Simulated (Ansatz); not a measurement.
**BaSnO3: pressure series**

The reference is BaSnO3 in the cubic perovskite structure (space group Pm-3m, No. 221; a = 4.176 Å).

Cell and atoms are relaxed at each pressure.

Method: plane-wave PAW DFT at the PBE level (Ansatz, a quantum-chemistry and plane-wave program, 420 eV), spin-orbit coupling left out, earlier PAW set.

Before the change:

| Item | Result |
|---|---|
| Band gap | 0.48 eV |

The aim is a band gap between 0.37 eV and 0.43 eV. Which of these changes reaches it?
(A) pressure 5 GPa
(B) pressure 3 GPa
(C) pressure −2 GPa
(D) pressure −1 GPa
(E) pressure 7.5 GPa

D, pressure −1 GPa. It gives 0.39 eV; pressure 5 GPa gives 0.90 eV; pressure 3 GPa gives 0.74 eV; pressure −2 GPa gives 0.30 eV; pressure 7.5 GPa gives 1.09 eV. Changes not listed may reach it too

Load acts through the strain it causes; cell and atoms are relaxed under it. No phonon test of stability was made. No other phases were tried under pressure.
